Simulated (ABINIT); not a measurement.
Input of an ABINIT 10.8.3 (patched build) run:

File run.abi:

```
# Pseudopotentials
pp_dirpath "./"
pseudos "52_Te_16_2.3_2.3_pbe_n_v1.0.psp8, 12_Mg_10_1.9_2.0_pbe_v1.0.psp8"

# Structure
acell 3*1.0
rprim
     0.0000000000     6.1075926123     6.1075926123
     6.1075926123     0.0000000000     6.1075926123
     6.1075926123     6.1075926123     0.0000000000
ntypat 2
znucl 52 12
natom 2
typat 1 2
xred
     0.2500000000     0.2500000000     0.2500000000
     0.0000000000     0.0000000000     0.0000000000

# Plane-wave basis
ecut 707.496042 eV

# k points
kptopt 1
ngkpt 6 6 6
nshiftk 1
shiftk 0.0 0.0 0.0

# Exchange and correlation
ixc 11

# Bands and occupations
nband 15
occopt 1

# SCF cycle
nstep 100
tolvrs 1.0e-10
diemac 6.0

# Output
iomode 3
prtwf 0
prtden 0
prteig 0
prtebands 0
enunit 2
```

Potentials or basis: SPMS NC PBE v1.0.

Command:

```sh
$ mpirun --bind-to none -np 8 abinit run.abi > log 2>&1
```

Problem. Estimate the pressure.

Solution. 0.6 GPa.

Problem. Estimate the band gap on the k mesh.

Solution. 2.40 eV, direct.

Caveat: spin-orbit coupling is left out, which moves the levels of the heavy elements. A k mesh can miss the band edges.
